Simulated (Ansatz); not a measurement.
Au in Ansatz: convergence with ecutfock ratio

Input of the first run (ecutfock ratio 1); the others differ in this setting and in those tied to it:

Contents of input.yaml:

```yaml
crystal:
  lattice:
    - [-1.657269, 1.657269, 1.657269]
    - [1.657269, -1.657269, 1.657269]
    - [1.657269, 1.657269, -1.657269]
  atoms:
    - { symbol: Au, position: [0.0, 0.0, 0.0] }
hamiltonian:
  xc: pbe0
  pseudopotentials: { kind: paw }
kpoints:
  mp_grid: { grid: [6, 6, 6] }
scf:
  occupations: { method: gaussian, width: 0.05 }
  exx: { ecutfock_ratio: 1 }
output:
  forces: true
  stress: true
  eigenvalues: true
```

Potentials or basis: Ansatz PAW.

Launch:

```bash
$ ansatz run input.yaml --threads 2 --pin off --max-ram 5632MiB --backend cpu --events-out ev --progress --plain --runs-dir out
```

This isn't the form of Au at room conditions, which is fcc.

Hardware: 2 threads of Intel(R) Xeon(R) Processor @ 2.50GHz (Skylake/Cascade Lake) (shared host).

Problem. The values tried are 1, 2, 3, 4, loosest first. From which on does the energy stay within 1 meV/atom of the tightest run that finished?

Solution. From 2 on.

| ecutfock ratio | energy less the tightest run, at zero smearing (meV/atom) | SCF cycles | CPU time (s) | peak memory (GiB) |
| --- | --- | --- | --- | --- |
| 1 | 112.51 | 19 | 17 | 0.53 |
| 2 | 0.14 | 20 | 22 | 0.57 |
| 3 | 0.00 | 20 | 26 | 0.6 |
| 4 | 0.00 | 20 | 25 | 0.61 |

The tightest run that finished is the yardstick and may itself not be fully converged.

Caveat, for the tightest run too: the k mesh is coarse (spacing up to 0.45 Å⁻¹), so the values aren't converged, least of all with exact exchange. The run has no spin-orbit coupling, so splittings on Au are missing.
